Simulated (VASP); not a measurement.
# AlN (P6_3/mmc) in VASP: band structure with HSE06

Aim: the band structure of AlN with HSE06.

All numbers are computed with VASP 6.6.1; they aren't measurements. Logs are shortened: lines on timing, memory, paths and dates and some standing lists are left out, and cuts for length are marked.

### Step 1. The structure

The structure is hexagonal, space group P6_3/mmc (No. 194). Conventional cell: a = 3.301 Å, b = 3.301 Å, c = 4.138 Å, α = 90.00°, β = 90.00°, γ = 120.00°. Al (site symmetry -6m2) has 5 N at 1.91 to 2.07 Å as nearest neighbours. Around N (site symmetry -6m2) lie 5 Al at 1.91 to 2.07 Å.

Measurements of this composition are mostly on another form, of space group No. 186.

### Step 2. Band structure, HSE06

Contents of POSCAR:

```
AlN
1.0
    3.3007800000      0.0000000000      0.0000000000
   -1.6503900000      2.8585600000      0.0000000000
    0.0000000000      0.0000000000      4.1384300000
Al N
2 2
Direct
    0.3333300000      0.6666700000      0.7500000000
    0.6666700000      0.3333300000      0.2500000000
    0.3333300000      0.6666700000      0.2500000000
    0.6666700000      0.3333300000      0.7500000000
```

Contents of INCAR.step1:

```
SYSTEM = AlN
ALGO     = Normal         ! electronic algorithm
EDIFF    = 1E-5           ! SCF threshold, eV
ENCUT    = 520            ! plane-wave cutoff, eV
GGA      = PE             ! functional
ISIF     = 2              ! what is computed and relaxed
ISMEAR   = 0              ! smearing method
LASPH    = .True.         ! aspherical terms in the spheres
LCHARG   = .False.        ! write CHGCAR
LREAL    = .False.        ! projectors in reciprocal space
LWAVE    = .True.         ! write WAVECAR
NELM     = 80             ! most SCF steps
PREC     = Accurate       ! precision mode
SIGMA    = 0.02           ! smearing width, eV
```

Contents of INCAR.step2:

```
SYSTEM = AlN
ALGO     = Normal         ! electronic algorithm
EDIFF    = 1E-6           ! SCF threshold, eV
ENCUT    = 520            ! plane-wave cutoff, eV
GGA      = PE             ! functional
HFSCREEN = 0.2            ! screening, 1/A
ISIF     = 2              ! what is computed and relaxed
ISMEAR   = 0              ! smearing method
ISTART   = 1            
LASPH    = .True.         ! aspherical terms in the spheres
LCHARG   = .False.        ! write CHGCAR
LHFCALC  = .True.         ! exact exchange
LREAL    = .False.        ! projectors in reciprocal space
LWAVE    = .False.        ! write WAVECAR
NELM     = 80             ! most SCF steps
PREC     = Accurate       ! precision mode
PRECFOCK = Fast         
SIGMA    = 0.02           ! smearing width, eV
```

Contents of KPOINTS:

```
k-points
0
Gamma
  6 6 4
  0 0 0
```

Contents of KPOINTS_OPT:

```
path GMKGALHA,LM,KH
12
line-mode
reciprocal
 0.0000000000  0.0000000000  0.0000000000  G
 0.5000000000  0.0000000000  0.0000000000  M

 0.5000000000  0.0000000000  0.0000000000  M
 0.3333333333  0.3333333333  0.0000000000  K

 0.3333333333  0.3333333333  0.0000000000  K
 0.0000000000  0.0000000000  0.0000000000  G

 0.0000000000  0.0000000000  0.0000000000  G
 0.0000000000  0.0000000000  0.5000000000  A

 0.0000000000  0.0000000000  0.5000000000  A
 0.5000000000  0.0000000000  0.5000000000  L

 0.5000000000  0.0000000000  0.5000000000  L
 0.3333333333  0.3333333333  0.5000000000  H

 0.3333333333  0.3333333333  0.5000000000  H
 0.0000000000  0.0000000000  0.5000000000  A

 0.5000000000  0.0000000000  0.5000000000  L
 0.5000000000  0.0000000000  0.0000000000  M

 0.3333333333  0.3333333333  0.0000000000  K
 0.3333333333  0.3333333333  0.5000000000  H
```

Potentials or basis: VASP PAW PBE potentials, release 64 (Al, N).

Started as:

```sh
> cat potpaw_PBE.64/Al/POTCAR potpaw_PBE.64/N/POTCAR > POTCAR
> cp INCAR.step1 INCAR
> mpirun -np 1 vasp_std > vasp.out
> cp INCAR.step2 INCAR
> mpirun -np 1 vasp_std > vasp.out
```

OUTCAR:

```text
SYSTEM = AlN
   EDIFF = 1E-6
   ENCUT = 520
   GGA = PE
   HFSCREEN = 0.2
   ISIF = 2
   ISMEAR = 0
   ISTART = 1
   LASPH = .True.
   LHFCALC = .True.
   LREAL = .False.
   NELM = 80
   PREC = Accurate
   PRECFOCK = Fast

 ion  position               nearest neighbor table
   1  0.333  0.667  0.750-   4 1.91   4 1.91   4 1.91   3 2.07   3 2.07   2 2.81   2 2.81   2 2.81
                             2 2.81   2 2.81   2 2.81
   2  0.667  0.333  0.250-   3 1.91   3 1.91   3 1.91   4 2.07   4 2.07   1 2.81   1 2.81   1 2.81
                             1 2.81   1 2.81   1 2.81
   3  0.333  0.667  0.250-   2 1.91   2 1.91   2 1.91   1 2.07   1 2.07
   4  0.667  0.333  0.750-   1 1.91   1 1.91   1 1.91   2 2.07   2 2.07

  LATTYP: Found a hexagonal cell.
 ALAT       =     3.3007800000
 C/A-ratio  =     1.2537733505

  Lattice vectors:

 A1 = (   3.3007800000,   0.0000000000,   0.0000000000)
 A2 = (  -1.6503900000,   2.8585600000,   0.0000000000)
 A3 = (   0.0000000000,   0.0000000000,   4.1384300000)

Analysis of symmetry for initial positions (statically):
=====================================================================
 Subroutine PRICEL returns:
 Original cell was already a primitive cell.

 Routine SETGRP: Setting up the symmetry group for a
 hexagonal supercell.

 Subroutine GETGRP returns: Found  8 space group operations
 (whereof  4 operations were pure point group operations)
 out of a pool of 24 trial point group operations.

The static configuration has the point symmetry C_2h.
 The point group associated with its full space group is D_2h.

Analysis of symmetry for dynamics (positions and initial velocities):
=====================================================================
 Subroutine PRICEL returns:
 Original cell was already a primitive cell.

 Routine SETGRP: Setting up the symmetry group for a
 hexagonal supercell.

 Subroutine GETGRP returns: Found  8 space group operations
 (whereof  4 operations were pure point group operations)
 out of a pool of 24 trial point group operations.

The dynamic configuration has the point symmetry C_2h.
 The point group associated with its full space group is D_2h.

 Subroutine INISYM returns: Found  8 space group operations
 (whereof  4 operations are pure point group operations),
 and found     1 'primitive' translations

----------------------------------------------------------------------------------------

                                     Primitive cell

  volume of cell :      39.0481

  direct lattice vectors                    reciprocal lattice vectors
     3.300780000  0.000000000  0.000000000     0.302958695  0.174913243  0.000000000
    -1.650390000  2.858560000  0.000000000     0.000000000  0.349826486  0.000000000
     0.000000000  0.000000000  4.138430000     0.000000000  0.000000000  0.241637529

  length of vectors
     3.300780000  3.300780578  4.138430000     0.349826547  0.349826486  0.241637529

  position of ions in fractional coordinates (direct lattice)
     0.333330000  0.666670000  0.750000000
     0.666670000  0.333330000  0.250000000
     0.333330000  0.666670000  0.250000000
     0.666670000  0.333330000  0.750000000

  ion indices of the primitive-cell ions
   primitive index   ion index
                 1           1
                 2           2
                 3           3
                 4           4

----------------------------------------------------------------------------------------

 KPOINTS: k-points

Automatic generation of k-mesh.
 Grid dimensions read from file:
 generate k-points for:    6    6    4

 Generating k-lattice:

  Cartesian coordinates                     Fractional coordinates (reciprocal lattice)
     0.050493116  0.029152207  0.000000000     0.166666667  0.000000000  0.000000000
     0.000000000  0.058304414  0.000000000     0.000000000  0.166666667  0.000000000
     0.000000000  0.000000000  0.060409382     0.000000000  0.000000000  0.250000000

  Length of vectors
     0.058304425  0.058304414  0.060409382

  Shift w.r.t. Gamma in fractional coordinates (k-lattice)
     0.000000000  0.000000000  0.000000000

 Subroutine IBZKPT returns following result:
 ===========================================

 Found     39 irreducible k-points:

 Following reciprocal coordinates:
            Coordinates               Weight
  0.000000  0.000000  0.000000      1.000000
  0.166667  0.000000  0.000000      4.000000
 -0.166667  0.166667  0.000000      2.000000
  0.333333  0.000000  0.000000      4.000000
 -0.333333  0.333333  0.000000      2.000000
  0.500000  0.000000  0.000000      2.000000
[... 16 lines left out ...]
  0.333333  0.166667  0.250000      8.000000
 -0.166667  0.500000  0.250000      8.000000
 [... further k-points ...]
   k-points           NKPTS =     39   k-points in BZ     NKDIM =    144   number of bands    NBANDS=     12
   number of dos      NEDOS =    301   number of ions     NIONS =      4
   total plane-waves  NPLWV =  25088
   dimension x,y,z NGX =    28 NGY =   28 NGZ =   32
   dimension x,y,z NGXF=    56 NGYF=   56 NGZF=   64
   ions per type =               2   2
   NGX,Y,Z   is equivalent  to a cutoff of  14.10, 14.10, 12.85 a.u.
   NGXF,Y,Z  is equivalent  to a cutoff of  28.20, 28.20, 25.71 a.u.
 SYSTEM =  AlN
   PREC   = accura    normal or accurate (medium, high low for compatibility)
   ISTART =      1    job   : 0-new  1-cont  2-samecut
   ICHARG =      0    charge: 1-file 2-atom 10-const
   ISPIN  =      1    spin polarized calculation?
   LNONCOLLINEAR =      F non collinear calculations
   LSORBIT =      F    spin-orbit coupling
   LASPH  =      T    aspherical Exc in radial PAW
   ENCUT  =  520.0 eV  38.22 Ry    6.18 a.u.   6.14  6.14  7.69*2*pi/ulx,y,z
   NELM   =     80;   NELMIN=  2; NELMDL=  0     # of ELM steps
   EDIFF  = 0.1E-05   stopping-criterion for ELM
   LREAL  =      F    real-space projection
   EDIFFG = 0.1E-04   stopping-criterion for IOM
   NSW    =      0    number of steps for IOM
   IBRION =     -1    ionic relax: 0-MD 1-quasi-New 2-CG
   NFREE  =      0    steps in history (QN), initial steepest desc. (CG)
   ISIF   =      2    stress and relaxation
   ISYM   =      3    0-nonsym 1-usesym 2-fastsym
   POTIM  = 0.5000    time-step for ionic-motion
   TEBEG  =    0.0;   TEEND  =   0.0 temperature during run
   PSTRESS=    0.0 pullay stress
   NELECT =      16.0000    total number of electrons
   NUPDOWN=      -1.0000    fix difference up-down
   EMIN   =  10.00;   EMAX   =-10.00  energy-range for DOS
   EFERMI =   0.00;   METHOD = LEGACY
   ISMEAR =     0;   SIGMA  =   0.02  broadening in eV -4-tet -1-fermi 0-gaus
   EFERMI_NEDOS =   21; number of points for ismear=-14 and -15
   IALGO  =     38    algorithm
   IMIX   =      1    mixing-type and parameters
     AMIX     =   0.40;   BMIX     =  1.00
     AMIX_MAG =   1.60;   BMIX_MAG =  1.00
  volume/ion in A,a.u.               =       9.76        65.88
  Fermi-wavevector in a.u.,A,eV,Ry     =   1.215948  2.297808 20.116614  1.478529
  Thomas-Fermi vector in A             =   2.351318
   LORBIT       =      0    0 simple, 1 ext, 2 COOP (PROOUT), +10 PAW based schemes
   GGA     = PE    functional components
   LHFCALC =     T    Hartree Fock is set to
   PRECFOCK=fast      Normal, Fast or Accurate (Low or Medium for compatibility)
   ENCUT4O =  -1.0   cutoff for four orbital integrals eV
   NKREDX  =     1    reduce k-point grid by
   NKREDY  =     1    reduce k-point grid by
   NKREDZ  =     1    reduce k-point grid by
   AEXX    =    0.2500 exact exchange contribution
   HFSCREEN=    0.2000 screening length (either q_TF or 0.3 A-1)
   HFSCREENC=   0.2000 screening length for correlation (either q_TF or 0.3 A-1)
   ENCUTFOCK=  -1.0 apply spherical cutoff to Coloumb kernel
   IVDW    =     0    specifies the selected vdW correction
   LEPSILON=     F    determine dielectric tensor
   LRPA    =     F    only Hartree local field effects (RPA)
 non-spin polarized calculation
 Gauss-broadening in eV      SIGMA  =   0.02
  energy-cutoff  :      520.00
  volume of cell :       39.05
 maximum number of plane-waves:      1072
 NGX is ok and might be reduce to    28
  NGX = 14; NGY = 14; NGZ = 18

 number of electron      16.0000001 magnetization

 Free energy of the ion-electron system (eV)
  ---------------------------------------------------
  ext. energy  EPLUGINS =         0.00000000
  ---------------------------------------------------
  free energy    TOTEN  =       -34.50455633 eV

  energy without entropy =      -34.50455633  energy(sigma->0) =      -34.50455633

 E-fermi :   7.4096     XC(G=0):  -9.2384

 val. band max:        7.2797846022   @ k =   0.0000   0.0000   0.0000
 cond. band min:      12.0077658396   @ k =   0.0000   0.0000   0.0000
 fundamental gap:      4.7279812374
 Fermi energy:         7.4096248883

 k-point     1 :       0.0000    0.0000    0.0000
  band No.  band energies     occupation
      1     -11.2488      2.00000
      2      -7.2447      2.00000
      3      -0.2487      2.00000
      4       3.6980      2.00000
      5       3.6983      2.00000
      6       5.5810      2.00000
      7       5.5811      2.00000
      8       7.2798      2.00000
      9      12.0078      0.00000
     10      13.2035      0.00000
     11      17.1208      0.00000
     12      17.1209      0.00000

 k-point     2 :       0.1667    0.0000    0.0000
  band No.  band energies     occupation
      1     -10.9107      2.00000
      2      -7.2564      2.00000
      3       0.1215      2.00000
      4       2.6247      2.00000
      5       3.2612      2.00000
      6       4.6087      2.00000
      7       5.7215      2.00000
      8       6.7056      2.00000
      9      13.1796      0.00000
     10      14.2599      0.00000
     11      16.3575      0.00000
     12      18.0180      0.00000
[... 301 lines left out ...]
 k-point    23 :       0.3333    0.1667    0.2500
  band No.  band energies     occupation
      1      -9.0435      2.00000
      2      -7.9843      2.00000
      3      -0.1892      2.00000
      4       0.8659      2.00000
      5       1.8547      2.00000
      6       4.1601      2.00000
      7       4.3515      2.00000
      8       5.8810      2.00000
      9      14.1226      0.00000
     10      14.7909      0.00000
     11      17.2903      0.00000
     12      18.2312      0.00000

 k-point    24 :      -0.1667    0.5000    0.2500
  band No.  band energies     occupation
      1      -9.0435      2.00000
      2      -7.9843      2.00000
      3      -0.1892      2.00000
      4       0.8659      2.00000
      5       1.8546      2.00000
      6       4.1601      2.00000
      7       4.3515      2.00000
      8       5.8810      2.00000
      9      14.1227      0.00000
     10      14.7908      0.00000
     11      17.2904      0.00000
     12      18.2312      0.00000

 [... further k-points ...]

------------------------ aborting loop because EDIFF is reached ----------------------------------------

  FORCE on cell =-STRESS in cart. coord.  units (eV):
  Direction    XX          YY          ZZ          XY          YZ          ZX
  --------------------------------------------------------------------------------------
  -------------------------------------------------------------------------------------
  Total       -0.6061710     -0.6058302     -0.2891443      0.0002954      0.0000000      0.0000000
  in kB      -24.8717431    -24.8577592    -11.8638503      0.0121205      0.0000000      0.0000000
  external PRESSURE =     -20.5311175 kB  Pullay stress =       0.0000000 kB

 VOLUME and BASIS-vectors are now :
 -----------------------------------------------------------------------------
  energy-cutoff  :      520.00
  volume of cell :       39.05
      direct lattice vectors                 reciprocal lattice vectors
     3.300780000  0.000000000  0.000000000     0.302958695  0.174913243  0.000000000
    -1.650390000  2.858560000  0.000000000     0.000000000  0.349826486  0.000000000
     0.000000000  0.000000000  4.138430000     0.000000000  0.000000000  0.241637529

 POSITION                                       TOTAL-FORCE (eV/Angst)
 -----------------------------------------------------------------------------------
     -0.00002      1.90572      3.10382         0.000489     -0.000282     -0.000000
      1.65041      0.95284      1.03461        -0.000489      0.000282      0.000000
     -0.00002      1.90572      1.03461         0.000524     -0.000303      0.000000
      1.65041      0.95284      3.10382        -0.000524      0.000303      0.000000
 -----------------------------------------------------------------------------------
    total drift:                               -0.000000      0.000000      0.000000

  FREE ENERGIE OF THE ION-ELECTRON SYSTEM (eV)
  ---------------------------------------------------
  free  energy   TOTEN  =       -34.5045563325 eV

  energy  without entropy=      -34.5045563325  energy(sigma->0) =      -34.50455633
```

Wall time 31 min (1 thread of AMD EPYC 9R14 (Zen 4), shared host); peak memory 0.29 GiB.

Results:

```yaml
Free_energy: -34.5046 eV
Pressure: -2.1 GPa
Band_gap_on_the_k_mesh: 4.73 eV, direct
Band_gap_along_the_path: 4.73 eV, direct
```

Stress tensor (GPa, compression positive):
```
-2.49  0.00  0.00
 0.00 -2.49  0.00
 0.00  0.00 -1.19
```

Levels at the corners of the path, in eV from the valence-band top:
```csv
point,band 4,band 5,band 6,band 7,band 8,band 9,band 10,band 11,band 12
Γ,-3.58,-3.58,-1.70,-1.70,0.00,4.73,5.92,9.84,9.84
M,-5.20,-4.93,-4.60,-3.14,-1.51,5.22,8.69,8.88,10.77
M,-5.20,-4.93,-4.60,-3.14,-1.51,5.22,8.69,8.88,10.77
K,-4.84,-4.84,-4.13,-4.13,-2.68,6.53,7.66,10.74,10.74
K,-4.84,-4.84,-4.13,-4.13,-2.68,6.53,7.66,10.74,10.74
Γ,-3.58,-3.58,-1.70,-1.70,0.00,4.73,5.92,9.84,9.84
Γ,-3.58,-3.58,-1.70,-1.70,0.00,4.73,5.92,9.84,9.84
A,-4.02,-2.69,-2.69,-2.69,-2.69,7.21,7.21,9.98,9.98
A,-4.02,-2.69,-2.69,-2.69,-2.69,7.21,7.21,9.98,9.98
L,-7.92,-3.53,-3.53,-1.84,-1.84,6.51,6.51,11.13,11.13
L,-7.92,-3.53,-3.53,-1.84,-1.84,6.51,6.51,11.13,11.13
H,-7.49,-5.57,-5.57,-0.84,-0.84,8.44,8.44,9.82,9.82
H,-7.49,-5.57,-5.57,-0.84,-0.84,8.44,8.44,9.82,9.82
A,-4.02,-2.69,-2.69,-2.69,-2.69,7.21,7.21,9.98,9.98
L,-7.92,-3.53,-3.53,-1.84,-1.84,6.51,6.51,11.13,11.13
M,-5.20,-4.93,-4.60,-3.14,-1.51,5.22,8.69,8.88,10.77
K,-4.84,-4.84,-4.13,-4.13,-2.68,6.53,7.66,10.74,10.74
H,-7.49,-5.57,-5.57,-0.84,-0.84,8.44,8.44,9.82,9.82
```

Caveat: the PAW data sets were made with another functional, which shifts forces and pressure a little.
